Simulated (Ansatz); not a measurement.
All numbers below come from DFT PBE, scalar-relativistic, plane waves, PAW in Ansatz 0.2.0. Settings: cutoff 420 eV, Γ-centred meshes spaced at most about 0.3 Å⁻¹, and about 0.25 Å⁻¹ or finer for metals (2π included), Gaussian smearing. No spin polarisation.

These are static total energies at zero pressure.

Question: Order these relaxed structures of TiH4 by energy, lowest first, with the energy over the lowest of them.
1.

```xyz
10
Lattice="3.2242 -1.4944 0.0000 3.2242 1.4944 0.0000 -3.2010 0.0000 6.1868" Properties=species:S:1:pos:R:3 pbc="T T T"
Ti    0.0726    0.0000    4.5663
Ti    3.1748    0.0000    1.6205
H    -2.4880    0.0000    5.3474
H     1.2476    0.0000    1.6451
H     3.7987    0.0000    3.4822
H     4.0601    0.0000    0.0187
H    -0.8127    0.0000    6.1682
H    -0.5513    0.0000    2.7046
H     1.9998    0.0000    4.5418
H     5.7354    0.0000    0.8394
```

2.

```xyz
5
Lattice="1.7098 -2.7891 0.0000 1.7098 2.7891 0.0000 0.0000 0.0000 3.3451" Properties=species:S:1:pos:R:3 pbc="T T T"
Ti    1.7098    0.0000    1.6726
H     1.7098   -1.8930    1.6726
H     0.9440    0.0000    0.0000
H     2.4756    0.0000    0.0000
H     1.7098    1.8930    1.6726
```

Answer: 1 (0 meV/atom), 2 (103 meV/atom). Forms: cell 1 C2/m; cell 2 Cmmm. Counting H atoms around Ti (those within 1.25 times the shortest such distance or 1.15 times the sum of covalent radii): cell 1 has Ti 10; cell 2 has Ti 10. Origin: cell 1, invented, then shaken at random and relaxed again; cell 2, invented. Shaken at random and relaxed again, cell 2 falls into cell 1, 103 meV/atom lower, so it is a saddle point or a shallow minimum.

With hydrogen, zero-point motion can shift such differences by 10 meV/atom or more. Cells without such a test can be saddle points. Some structure types and database cells were kept out of the candidates from the start, so a known form may be missing.
